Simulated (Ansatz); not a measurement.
# BN: random displacements

This session takes BN and sets out to see what random moves of the atoms cost.

Computed with Ansatz 0.2.0 (DFT r2SCAN, scalar-relativistic, plane waves, PAW, unless a step's input says otherwise).

**1. Starting point**

The structure is hexagonal, space group P6_3mc (No. 186). Conventional cell: a = 2.554 Å, b = 2.554 Å, c = 4.227 Å, α = 90.00°, β = 90.00°, γ = 120.00°. Around B (site symmetry 3m) lie 4 N at 1.57 to 1.58 Å. Around N (site symmetry 3m) lie 4 B at 1.57 to 1.58 Å.

Structure file:

```xyz
4
Lattice="2.5539 0.0000 0.0000 -1.2770 2.2118 0.0000 0.0000 0.0000 4.2269" Properties=species:S:1:pos:R:3 pbc="T T T"
B     1.2770    0.7373    4.2257
B     0.0000    1.4745    2.1123
N     1.2770    0.7373    2.6430
N     0.0000    1.4745    0.5295
```

It goes back to an entry of the Materials Project, which need not be the stable form.

The cell is taken as given, not relaxed at this level.

**2. The reference cell**

Reference values: F = -1087.9318 eV; pressure -4.74 GPa; largest force 0.025 eV/Å; gap on the mesh 5.76 eV. It was computed beforehand with the settings of the runs below.

**3. Next: random displacements**

All atoms are moved at random with no net shift, in some cells together with a random strain.

**4. rms move = 0.077 Å**

The input, input.yaml:

```yaml
crystal:
  lattice:
    - [2.5319613817, 0.0031060129, 0.0028697268]
    - [-1.2632908048, 2.1715043996, 0.0178448903]
    - [0.0047494933, 0.0368449166, 4.1790927919]
  atoms:
    - { symbol: B, position: [0.6525671837, 0.3266853411, 0.9886193365] }
    - { symbol: B, position: [0.3582032247, 0.7098438444, 0.4928869547] }
    - { symbol: "N", position: [0.657057839, 0.3282571088, 0.6282223991] }
    - { symbol: "N", position: [0.3321717527, 0.6352137057, 0.1402713097] }
basis:
  ecutwfc: 500
kpoints:
  mp_grid: { grid: [12, 12, 6] }
hamiltonian:
  xc: r2scan
scf:
  occupations: { method: gaussian, width: 0.05 }
output:
  forces: true
  stress: true
  eigenvalues: true
```

Launch:

```console
> ansatz run input.yaml --threads 2 --pin off --max-ram 5120MiB --backend cpu --events-out ev --progress --plain --runs-dir out
```

**5. Point rms move = 0.072 Å**

The input, input.yaml:

```yaml
crystal:
  lattice:
    - [2.4877162557, -0.0426466871, 0.009799571]
    - [-1.2807912423, 2.3319648813, -0.0583242774]
    - [0.016218616, -0.1020978264, 4.2832662811]
  atoms:
    - { symbol: B, position: [0.6701676277, 0.3160039758, 0.9876030511] }
    - { symbol: B, position: [0.308091741, 0.6844141027, 0.4959413843] }
    - { symbol: "N", position: [0.6884388768, 0.3488275418, 0.6355283638] }
    - { symbol: "N", position: [0.3333017546, 0.6507543798, 0.1309272007] }
basis:
  ecutwfc: 500
kpoints:
  mp_grid: { grid: [12, 12, 6] }
hamiltonian:
  xc: r2scan
scf:
  occupations: { method: gaussian, width: 0.05 }
output:
  forces: true
  stress: true
  eigenvalues: true
  write_density: true
  write_potential: true
  elf: true
  volumetric_format: npy
```

**6. rms move = 0.417 Å**

The input, input.yaml:

```yaml
crystal:
  lattice:
    - [2.5539396017, 0.0, 0.0]
    - [-1.2769698009, 2.2117765748, 0.0]
    - [0.0, 0.0, 4.226855]
  atoms:
    - { symbol: B, position: [0.6110346929, 0.1486420159, 0.9580132087] }
    - { symbol: B, position: [0.5146036775, 0.6845860953, 0.5340813124] }
    - { symbol: "N", position: [0.5656353099, 0.3985003551, 0.6652735805] }
    - { symbol: "N", position: [0.3087263197, 0.7682715336, 0.0926318985] }
basis:
  ecutwfc: 500
kpoints:
  mp_grid: { grid: [12, 12, 6] }
hamiltonian:
  xc: r2scan
scf:
  occupations: { method: gaussian, width: 0.05 }
output:
  forces: true
  stress: true
  eigenvalues: true
```

**7. At rms move = 0.385 Å**

The input, input.yaml:

```yaml
crystal:
  lattice:
    - [2.5667552653, -0.0115051933, 0.0014387977]
    - [-1.2933414224, 2.1938488732, -0.0085409176]
    - [0.002381258, -0.0149474527, 4.2713641683]
  atoms:
    - { symbol: B, position: [0.6559967362, 0.5539837248, 1.0224291091] }
    - { symbol: B, position: [0.4341303267, 0.6157705854, 0.4648218751] }
    - { symbol: "N", position: [0.6794050864, 0.2992984416, 0.625563436] }
    - { symbol: "N", position: [0.2304678507, 0.5309472482, 0.1371855798] }
basis:
  ecutwfc: 500
kpoints:
  mp_grid: { grid: [12, 12, 6] }
hamiltonian:
  xc: r2scan
scf:
  occupations: { method: gaussian, width: 0.05 }
output:
  forces: true
  stress: true
  eigenvalues: true
```

**8. rms move = 0.175 Å**

The input, input.yaml:

```yaml
crystal:
  lattice:
    - [2.633806144, 0.0884054033, -0.0109705037]
    - [-1.2403417469, 2.2295867898, 0.0504190868]
    - [-0.0181565485, 0.0858716053, 4.1745067521]
  atoms:
    - { symbol: B, position: [0.6434647455, 0.3533255122, 1.014545112] }
    - { symbol: B, position: [0.38817372, 0.68311226, 0.5151935783] }
    - { symbol: "N", position: [0.6285124679, 0.2991957553, 0.655095319] }
    - { symbol: "N", position: [0.3398490667, 0.6643664725, 0.0651659908] }
basis:
  ecutwfc: 500
kpoints:
  mp_grid: { grid: [12, 12, 6] }
hamiltonian:
  xc: r2scan
scf:
  occupations: { method: gaussian, width: 0.05 }
output:
  forces: true
  stress: true
  eigenvalues: true
```

**9. At rms move = 0.116 Å**

The input, input.yaml:

```yaml
crystal:
  lattice:
    - [2.588585914, -0.024881839, -0.030063485]
    - [-1.3158412618, 2.2240295681, 0.0678153963]
    - [-0.0497560677, 0.1008731414, 4.308984717]
  atoms:
    - { symbol: B, position: [0.654273896, 0.2998735266, 1.0054634505] }
    - { symbol: B, position: [0.2986001719, 0.6616837286, 0.5068169994] }
    - { symbol: "N", position: [0.7363083068, 0.3745095098, 0.6366640419] }
    - { symbol: "N", position: [0.3108176252, 0.663933235, 0.1010555082] }
basis:
  ecutwfc: 500
kpoints:
  mp_grid: { grid: [12, 12, 6] }
hamiltonian:
  xc: r2scan
scf:
  occupations: { method: gaussian, width: 0.05 }
output:
  forces: true
  stress: true
  eigenvalues: true
```

**10. Point rms move = 0.468 Å**

The input, input.yaml:

```yaml
crystal:
  lattice:
    - [2.5539396017, 0.0, 0.0]
    - [-1.2769698009, 2.2117765748, 0.0]
    - [0.0, 0.0, 4.226855]
  atoms:
    - { symbol: B, position: [0.455742736, 0.1641148803, 0.9517810955] }
    - { symbol: B, position: [0.384724227, 0.6005660083, 0.5377396989] }
    - { symbol: "N", position: [0.7990988453, 0.4604271736, 0.7254185768] }
    - { symbol: "N", position: [0.3604341917, 0.7748919379, 0.0350606288] }
basis:
  ecutwfc: 500
kpoints:
  mp_grid: { grid: [12, 12, 6] }
hamiltonian:
  xc: r2scan
scf:
  occupations: { method: gaussian, width: 0.05 }
output:
  forces: true
  stress: true
  eigenvalues: true
```

**11. At rms move = 0.139 Å**

The input, input.yaml:

```yaml
crystal:
  lattice:
    - [2.5857027429, 0.0296959383, -0.0017409507]
    - [-1.2671339346, 2.1955324012, -0.0148547864]
    - [-0.0028813314, -0.0300520414, 4.2052761726]
  atoms:
    - { symbol: B, position: [0.6863642198, 0.3685090331, 0.96305124] }
    - { symbol: B, position: [0.3507446086, 0.6725902978, 0.5140999182] }
    - { symbol: "N", position: [0.6624481397, 0.3669945875, 0.6425485207] }
    - { symbol: "N", position: [0.3004430318, 0.5919060816, 0.130300321] }
basis:
  ecutwfc: 500
kpoints:
  mp_grid: { grid: [12, 12, 6] }
hamiltonian:
  xc: r2scan
scf:
  occupations: { method: gaussian, width: 0.05 }
output:
  forces: true
  stress: true
  eigenvalues: true
  write_density: true
  write_potential: true
  elf: true
  volumetric_format: npy
```

(Steps that only read results are left out.)

Before running it: what results should come out?

The runs gave:

| quantity | value |
| --- | --- |
| costliest cell | 4862.8 meV/atom at an rms move of 0.468 Å |

In words: The cost runs from 115.9 to 4862.8 meV/atom. Energy over the square of the rms move lies between 9.7 and 28.2 eV/Å² per atom; a harmonic solid under isotropic random moves would keep it roughly constant, while strain and close contacts change it. The gap on the mesh, 5.76 eV at the start, reads zero at rms move = 0.468. The final runs have no spin polarisation, so a magnetic state may lie lower. Where forces pass 15 eV/Å atoms stand far too close, the PAW spheres overlap strongly and those numbers are rough.
